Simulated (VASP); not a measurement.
Write the native input for VASP 6.6.1 that does the following.

```
Task                   : relaxation of cell and atoms
Functional             : PBE
Potentials or basis    : VASP PAW PBE potentials, release 54 (N, B)
Cutoff                 : 580 eV
k mesh                 : 13 × 13 × 13
Occupations            : fermi-dirac, width 0.05 eV
Spin                   : no spin polarisation
Further INCAR settings : ALGO = Fast; EDIFF = 1e-06; IBRION = 2; EDIFFG = -0.01; NSW = 40; ISIF = 3
```

The structure of BN lies in POSCAR:

```
BN
1.0
    0.0000000000      1.8130010000      1.8130010000
    1.8130010000      0.0000000000      1.8130010000
    1.8130010000      1.8130010000      0.0000000000
N B
1 1
Direct
    0.2500000000      0.2500000000      0.2500000000
    0.0000000000      0.0000000000      0.0000000000
```

The cell is a database's computed one.

One way to write it, as run:

INCAR

```
  PREC = Accurate
  ENCUT = 580
  EDIFF = 1E-6
  ISMEAR = -1
  SIGMA = 0.05
  LREAL = False
  LASPH = True
  NELM = 60
  ALGO = Fast
  ISIF = 3
  LWAVE = False
  LCHARG = False
  GGA = PE
  IBRION = 2
  NSW = 40
  EDIFFG = -0.01
```

KPOINTS

```
Automatic mesh
0
Gamma
  13 13 13
```

Potentials or basis: VASP PAW PBE potentials, release 54 (N, B).

Run with:

```sh
$ cat potpaw_PBE.54/N/POTCAR potpaw_PBE.54/B/POTCAR > POTCAR
$ mpirun -np 1 vasp_std > vasp.out
```

Results of the run:

```json
{"Relaxed volume": "5.95 Å³/atom", "Relaxed cell": "a = 2.563 Å, b = 2.563 Å, c = 2.563 Å, α = 60.00°, β = 60.00°, γ = 60.00°", "Space group after relaxing (to 0.05 Å)": "F-43m (No. 216)", "Energy gained by relaxing": "0.0 meV/atom", "Ionic steps": "3", "Pressure after relaxing": "0.0 GPa", "Band gap on the k mesh": "4.52 eV, indirect (least direct gap 8.78 eV)"}
```

Caveat: an odd mesh through Γ misses points on the zone boundary, where band edges often lie.

Run time: 9.2 s on 1 thread of Intel(R) Xeon(R) Platinum 8375C CPU @ 2.90GHz (Ice Lake), on a shared host, peak memory 0.12 GiB.
